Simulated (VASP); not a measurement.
Set up this calculation in VASP 6.6.1, as the native input.

```
Task                   : relaxation of the atoms
Functional             : r2SCAN
Potentials or basis    : VASP PAW PBE potentials, release 64 (Al, Co)
Cutoff                 : 600 eV
k mesh                 : 14 × 14 × 14
Occupations            : methfessel-paxton, width 0.1 eV
Spin                   : no spin polarisation
Further INCAR settings : ALGO = Normal; EDIFF = 1e-07; IBRION = 2; EDIFFG = -0.01; NSW = 40
```

The structure of AlCo lies in POSCAR:

```
AlCo                                    
1.0
    2.8584809610     -0.0000000000     -0.0000000000
   -0.0000000000      2.8584809610     -0.0000000000
    0.0000000000     -0.0000000000      2.8584809610
  Al              Co            
     1     1
Direct
     0.0000000000000000    0.0000000000000000    0.0000000000000000
     0.5000000000000000    0.5000000000000000    0.5000000000000000
```

The cell is a database's computed one.

The cell isn't the ideal one: a relaxed cell with its volume scaled by 1.04.

One way to write it, as run:

INCAR

```
SYSTEM = AlCo
  PREC = Accurate
  ENCUT = 600
  EDIFF = 1E-7
  ISMEAR = 1
  SIGMA = 0.1
  LREAL = .FALSE.
  LASPH = .TRUE.
  NELM = 80
  ALGO = Normal
  ISIF = 2
  LWAVE = .FALSE.
  LCHARG = .FALSE.
  METAGGA = R2SCAN
  LMIXTAU = .TRUE.
  IBRION = 2
  NSW = 40
  EDIFFG = -0.01
```

KPOINTS

```
Automatic mesh
0
G
  14 14 14
  0 0 0
```

Potentials or basis: VASP PAW PBE potentials, release 64 (Al, Co).

The run is started by

```console
$ cat potpaw_PBE.64/Al/POTCAR potpaw_PBE.64/Co/POTCAR > POTCAR
$ mpirun -np 1 vasp_std > vasp.out
```

It gave:

| Quantity | Value |
| --- | --- |
| Pressure after relaxing | -7.2 GPa |
| Band gap on the k mesh | none (metal or under the smearing width) |

Caveat: the relaxation stopped at its first step, so nothing moved; the PAW data sets were made with another functional, which shifts forces and pressure a little.

Run time: 33 s on 1 thread of Intel(R) Xeon(R) 6975P-C (Granite Rapids), with other jobs on the host, peak memory 0.17 GiB.
